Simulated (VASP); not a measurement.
Write the native input for VASP 6.6.1 that does the following.

```
Task                   : relaxation of the atoms
Functional             : PBEsol
Potentials or basis    : VASP PAW PBE potentials, release 64 (Al, N)
Cutoff                 : 600 eV
k mesh                 : 12 × 12 × 12
Occupations            : gaussian, width 0.03 eV
Spin                   : no spin polarisation
Further INCAR settings : ALGO = Normal; EDIFF = 1e-07; IBRION = 2; EDIFFG = -0.01; NSW = 40
```

The structure of AlN lies in POSCAR:

```
AlN                                     
1.0
    0.0000000000      1.9946354875      1.9946354875
    1.9946354875      0.0000000000      1.9946354875
    1.9946354875      1.9946354875      0.0000000000
  Al              N             
     1     1
Direct
     0.5000000000000000    0.5000000000000000    0.5000000000000000
     0.0000000000000000    0.0000000000000000    0.0000000000000000
```

Measurements of this composition are mostly on another form, of space group No. 186.

The cell isn't the ideal one: a relaxed cell with its volume scaled by 0.96.

These files were run (other wordings do the same):

INCAR

```
PREC = Accurate
ENCUT = 600
EDIFF = 1E-7
ISMEAR = 0
SIGMA = 0.03
LREAL = F
LASPH = T
NELM = 80
ALGO = Normal
ISIF = 2
LWAVE = F
LCHARG = F
GGA = PS
IBRION = 2
NSW = 40
EDIFFG = -0.01
```

KPOINTS

```
Automatic mesh
0
Gamma
  12 12 12
```

Potentials or basis: VASP PAW PBE potentials, release 64 (Al, N).

Command:

```console
$ cat potpaw_PBE.64/Al/POTCAR potpaw_PBE.64/N/POTCAR > POTCAR
$ mpirun -np 1 vasp_std > vasp.out
```

It gave:

- Pressure after relaxing: 11.7 GPa
- Band gap on the k mesh: 4.95 eV, indirect (least direct gap 6.26 eV)

Caveat: the relaxation stopped at its first step, so nothing moved; the PAW data sets were made with another functional, which shifts forces and pressure a little.

Wall time 3.8 s on 1 thread of Intel(R) Xeon(R) 6975P-C (Granite Rapids) (shared host), peak memory 0.14 GiB.
